In cubic CdSe the filled levels just below the gap stem mainly from the p orbitals of selenium, and the lowest empty level at Γ stems mainly from s orbitals. The table follows the two highest filled levels, v1 and v2, and the two lowest empty ones, c1 and c2, through six points of reciprocal space. At two of these points one filled level is missing. What should stand there, and how closely can it be said?

Cubic CdSe (F-43m, a = 6.136 Å, cell relaxed with r2SCAN), computed with Ansatz 0.2.0 in one-shot G0W0 on PBE0, with plane-wave PAW, no spin polarisation, cutoff 420 eV, screening cutoff 220 eV, 427 empty bands and a 6×6×6 k mesh. Kohn–Sham and quasiparticle levels are each counted from their own valence top; v1 is the top filled band, c1 the lowest empty one.

```tsv
band	b (fraction of the reciprocal vector)	c (fraction of the reciprocal vector)	kohn sham level (eV)	quasiparticle level (eV)	exchange less vxc (eV)	correlation (eV)	renormalisation
v2	0	0	0.000	0.000	-1.581	1.336	0.80000
v1	0	0	0.000	0.000	-1.581	1.336	0.80000
c1	0	0	2.083	2.035	3.140	-3.433	0.83100
c2	0	0	7.663	7.680	3.750	-3.979	0.81400
v2	0	0.1667	?	?	?	?	?
v1	0	0.1667	-0.219	-0.224	-1.631	1.380	0.79800
c1	0	0.1667	3.388	3.340	3.174	-3.467	0.82300
c2	0	0.1667	7.384	7.347	3.691	-3.974	0.81200
v2	0	0.3333	-0.609	-0.623	-1.725	1.466	0.79600
v1	0	0.3333	?	?	?	?	?
c1	0	0.3333	4.004	3.986	3.440	-3.703	0.82500
c2	0	0.3333	8.236	8.235	3.786	-4.033	0.80800
v2	0	-0.5000	-0.784	-0.804	-1.768	1.504	0.79400
v1	0	-0.5000	-0.784	-0.804	-1.768	1.504	0.79400
c1	0	-0.5000	3.994	3.986	3.442	-3.696	0.82600
c2	0	-0.5000	8.154	8.150	3.712	-3.961	0.81000
v2	0.1667	0.1667	-0.578	-0.588	-1.705	1.449	0.79600
v1	0.1667	0.1667	-0.578	-0.588	-1.705	1.449	0.79600
c1	0.1667	0.1667	3.951	3.896	3.208	-3.508	0.81900
c2	0.1667	0.1667	6.546	6.534	3.586	-3.843	0.82000
v2	0.1667	-0.1667	-1.196	-1.212	-1.816	1.555	0.79200
v1	0.1667	-0.1667	-0.350	-0.359	-1.666	1.411	0.79800
c1	0.1667	-0.1667	4.508	4.477	3.501	-3.778	0.81700
c2	0.1667	-0.1667	7.216	7.168	3.615	-3.909	0.81200
```

The columns b and c are fractions of two reciprocal vectors; the third fraction is taken as zero. The Kohn–Sham level is the PBE0 starting value, and the quasiparticle level is what G0W0 makes of it. Each is counted from its own valence top, so a shift common to all levels doesn't show.

**At Γ, the first four rows.** Here the electron wave has the same phase in every cell, and the cubic crystal can't tell one p direction from another. Three filled levels therefore coincide at the top, of which the table lists two. This is the limiting case from which the rest follows: each step away from Γ picks out a direction, and the question is which p orbitals still look alike along it.

**From Γ towards L, the next eight rows.** These points lie on a body diagonal of the cube. One p orbital now points along the diagonal and two lie across it. A third of a turn about the diagonal, and a reflection in a plane that contains it, both leave the crystal and the wave's direction unchanged. The turn mixes the two crosswise orbitals into each other, and the reflection makes the two senses of turning alike. Together they hold those two orbitals at a common energy, while the third is free to leave.

Symmetry alone doesn't say whether the pair lies above or below the single level. Close to Γ, theory gives the answer. The lengthwise p orbital can mix with the s-like c1 above it, and such mixing pushes the lower level down and the upper one up. The crosswise pair can't mix with c1 and should stay on top. The steep rise of c1, from 2.035 eV at Γ to 3.340 eV one step away, fits this picture, but the table doesn't list the third filled level, so its descent can't be checked.

**At L, the end of that line.** The crystal can be seen as layers stacked along the diagonal, and at L the wave changes sign from each layer to the next. Both filled levels stand at -0.804 eV, so the pair is indeed on top here. If each layer held just one such pair of orbitals and only neighbouring layers were coupled, the levels would follow a cosine between Γ and L: E(c) = E(L) × [1 − cos(2πc)]/2. At c = 0.1667 the cosine is one half, which gives -0.804 eV × 0.25 = -0.201 eV, against -0.224 eV for the known v1.

At c = 0.3333 the known v2 also lies about 0.02 eV below the curve. The cosine was pinned only at Γ and L, so both intermediate levels test it. A weaker coupling to the second layer, if it has the right sign, would lower both points equally and leave L alone. That matches the pattern, though two points don't prove it. What matters for the missing entries is that both known levels lie close to one smooth branch, the one that ends in the pair at L.

**The last eight rows.** Towards X, at (0.1667, 0.1667), v1 and v2 coincide again. A quarter turn about the cube axis, combined with a reflection, carries one crosswise p orbital into the other but reverses the wave, and time reversal restores its direction. Together they hold the two at one energy. At (0.1667, -0.1667) the wave runs along a face diagonal, where no symmetry ties two p orbitals together, and the levels stand 0.853 eV apart. This is the control: the filled levels coincide at the points where symmetry demands it, and at this one, where it doesn't, they lie far apart.

**The forecast.** At (0, 0.1667) the known v1 belongs to the pair, so v2 should be its partner. At (0, 0.3333) the known v2 belongs to the pair; v1 could differ only if the single level had risen above the pair and sunk below it again before L, which is unlikely. G0W0 should keep the partners together, because its exchange and screening have the symmetry of the crystal.

- v2 at (0, 0.1667): quasiparticle level -0.224 ± 0.002 eV, PBE0 level -0.219 ± 0.002 eV.
- v1 at (0, 0.3333): quasiparticle level -0.623 ± 0.002 eV, PBE0 level -0.609 ± 0.002 eV.

The two self-energy columns, exchange less vxc and correlation, should equal the partner's within 0.002 eV as well. The range covers rounding and small numerical asymmetries. It doesn't cover a wrong order of the levels, which would spoil the forecast by far more.

The withheld rows as computed:

```tsv
band	b (fraction of the reciprocal vector)	c (fraction of the reciprocal vector)	kohn sham level (eV)	quasiparticle level (eV)	exchange less vxc (eV)	correlation (eV)	renormalisation
v2	0	0.1667	-0.219	-0.224	-1.631	1.380	0.79800
v1	0	0.3333	-0.609	-0.623	-1.725	1.466	0.79600
```

Both forecasts hold to the last printed digit, for the levels and for the two self-energy columns. The agreement confirms the order of the levels and shows that the numerical work kept the symmetry. It is no measure of accuracy, since a calculation with a badly wrong gap would pass the same test. In the real crystal spin–orbit coupling, absent here, splits the valence top at Γ by a few tenths of an electronvolt and in general parts the pairs along these lines too.

**What symmetry leaves open.** Between levels that no symmetry connects, the G0W0 shift has to be calculated. Exchange less vxc is the change when full exact exchange replaces the PBE0 potential, which already holds a quarter of it. Correlation adds the screening by the other electrons. It is taken here at the final quasiparticle energy, so the two terms simply add up to a level's shift, before the valence top is set to zero. Renormalisation, about 0.8, tells how strongly correlation changes as the level moves; it would scale the sum only if correlation were taken at the starting energy. Between v1 and c1 at Γ the first term opens the gap by 4.721 eV and the second closes it by 4.769 eV.

The gap at Γ therefore changes by only -0.048 eV, the small remainder of two large terms. Gaps at these settings typically fall short of the basis limit by 6 to 9 %, here more than a tenth of an electronvolt, so even the sign of the change is not established. The filled 4d shell of cadmium, which G0W0 often places too high in energy, may also make the gap too small, and another starting functional would give another result.

The remainder of this cancellation differs from state to state. Towards X, c1 starts at 3.951 eV and shifts by -0.055 eV; at L it starts at almost the same energy, 3.994 eV, and shifts by only -0.008 eV. Energy alone therefore doesn't fix the shift. Different orbital make-up is a plausible reason, but the table has no column for it, and differences this small might change with a finer exchange mesh or more bands.

A simple correction was fitted to the 22 known rows: a stretch in proportion to depth for the filled levels and one rigid shift for the empty ones. The stretch, about 2 %, comes within roughly 0.002 eV of the shifts of the two withheld levels, which are themselves only -0.005 and -0.014 eV. The rigid shift fails: its typical error of 0.022 eV is nearly as large as the shift itself, -0.024 eV. The printed output after this text gives the details.

The analysis program printed:

```
Sum of the v1-v2 splittings at Gamma, at L and towards X (eV): 0
Control splitting v1-v2 at (0.1667, -0.1667) (eV): 0.853
Cosine branch from Gamma to L, level at (0, 0.1667) (eV): -0.2011
Cosine branch from Gamma to L, level at (0, 0.3333) (eV): -0.6029
Half-width of each symmetry forecast (eV): 0.002
Forecast quasiparticle level, v2 at (0, 0.1667) (eV): -0.224
Computed quasiparticle level, v2 at (0, 0.1667) (eV): -0.224
Forecast less computed, v2 at (0, 0.1667) (eV): 0
Forecast quasiparticle level, v1 at (0, 0.3333) (eV): -0.623
Computed quasiparticle level, v1 at (0, 0.3333) (eV): -0.623
Forecast less computed, v1 at (0, 0.3333) (eV): 0
PBE0 level, forecast less computed, v2 at (0, 0.1667) (eV): 0
PBE0 level, forecast less computed, v1 at (0, 0.3333) (eV): 0
Exchange less vxc, forecast less computed, v2 at (0, 0.1667) (eV): 0
Exchange less vxc, forecast less computed, v1 at (0, 0.3333) (eV): 0
Correlation, forecast less computed, v2 at (0, 0.1667) (eV): 0
Correlation, forecast less computed, v1 at (0, 0.3333) (eV): 0
fit of shift on 22 rows: coefficient of valdepth 0.01934 +/- 0.0089, coefficient of cond -0.02442 +/- 0.005; rms 0.0166, worst c2 -0.0414, leave-one-out rms 0.0182
  rows outside the fit (model, value, miss): v2 -0.004235, -0.005, 0.000765; v1 -0.01178, -0.014, 0.00222
Rms misfit of the stretch for known valence rows (eV): 0.003331
Rms misfit of the rigid shift for conduction rows (eV): 0.02227
Lowest conduction shift against the valence top (eV): -0.055
Highest conduction shift against the valence top (eV): 0.017
Change of the gap at Gamma, G0W0 less PBE0 (eV): -0.048
Exchange less vxc, c1 less v1 at Gamma (eV): 4.721
Correlation, c1 less v1 at Gamma (eV): -4.769
```
